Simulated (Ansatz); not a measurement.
BH3 — B-11 NMR of the central transition

Cell: a computed structure from the Materials Project (it need not be an observed phase), taken as it stands.

Space group P2_1/c (No. 14); a = 4.2906, b = 6.1891, c = 6.1933 Å, β = 116.54°.

```
site  Wyckoff  site symmetry       x       y       z
   B       4e              1  0.8575  0.4562  0.3554
  H5       4e              1  0.6132  0.3488  0.3287
  H9       4e              1  0.9122  0.5048  0.1896
 H13       4e              1  0.1411  0.3686  0.5241
```

One atom of each set is listed.

The numbers come from a DFT calculation in Ansatz (r2SCAN, plane waves and PAW, scalar-relativistic, 500 eV cutoff, Γ-centred 7×5×5 k-points, Fermi–Dirac smearing 0.02 eV).

B-11 has I = 3/2 and Q = 40.59 mb (Pyykkö 2018); at 14.1 T its Larmor frequency is ν₀ = 192.6 MHz. Only the quadrupole interaction is simulated: positions count from each site's isotropic chemical shift, and J coupling is left out, as are shift anisotropy and dipolar coupling, which fast spinning averages.

Simulated pattern of one B site (fast magic-angle spinning, Gaussian broadening 0.07 kHz):

(offset (kHz), height): (-2.993, 0), (-2.912, 0), (-2.830, 4), (-2.749, 8), (-2.668, 12), (-2.587, 17), (-2.505, 18), (-2.424, 19), (-2.343, 19), (-2.262, 20), (-2.180, 21), (-2.099, 22), (-2.018, 23), (-1.937, 25), (-1.855, 26), (-1.774, 28), (-1.693, 30), (-1.611, 40), (-1.530, 75), (-1.449, 100), (-1.368, 89), (-1.286, 91), (-1.205, 85), (-1.124, 65), (-1.043, 56), (-0.961, 50), (-0.880, 45), (-0.799, 42), (-0.718, 39), (-0.636, 37), (-0.555, 35), (-0.474, 33), (-0.393, 31), (-0.311, 30), (-0.230, 29), (-0.149, 28), (-0.067, 25), (0.014, 8), (0.095, 0), (0.176, 0)

Problem. Which |C_Q| and η does the pattern imply?

Solution. The pattern spans 2.82 kHz before broadening and its centre of gravity is at -1.26 kHz, which fixes P_Q; the places of the horns and steps fix η. That gives P_Q = 3.11 MHz, |C_Q| = 2.79 MHz and η = 0.86. The sign of C_Q can't be read from the pattern.
